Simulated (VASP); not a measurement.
A run of VASP 6.6.1 is set up as follows.

File INCAR:

```
PREC = Accurate ; ENCUT = 520
EDIFF = 1E-6 ; ISMEAR = 0
SIGMA = 0.1 ; LREAL = False
LASPH = True ; NELM = 100
ALGO = Fast ; ISIF = 2
LWAVE = False ; LCHARG = True
GGA = PS ; LELF = True
LVHAR = True ; NBANDS = 16
```

KPOINTS

```
Automatic mesh
0
Gamma
  12 12 12
```

Contents of POSCAR:

```
CdSe
1.0
   -0.2299166400      2.8071384765      2.8071384765
    2.8071384765     -0.2299166400      2.8071384765
    2.8071384765      2.8071384765     -0.2299166400
Cd Se
1 1
Direct
    0.0000000000      0.0000000000      0.0000000000
    0.5000000000      0.5000000000      0.5000000000
```

Potentials or basis: VASP PAW PBE potentials, release 64 (Cd, Se).

Command:

```bash
$ cat potpaw_PBE.64/Cd/POTCAR potpaw_PBE.64/Se/POTCAR > POTCAR
$ mpirun -np 1 vasp_std > vasp.out
```

Problem. What does it give for the pressure?

Solution. -5.7 GPa.

Problem. Estimate the band gap on the k mesh.

Solution. None (metal or under the smearing width).

Stress tensor (GPa, compression positive):
```
-5.72  1.78  1.78
 1.78 -5.72  1.78
 1.78  1.78 -5.72
```

Caveat: the PAW data sets were made with another functional, which shifts forces and pressure a little.
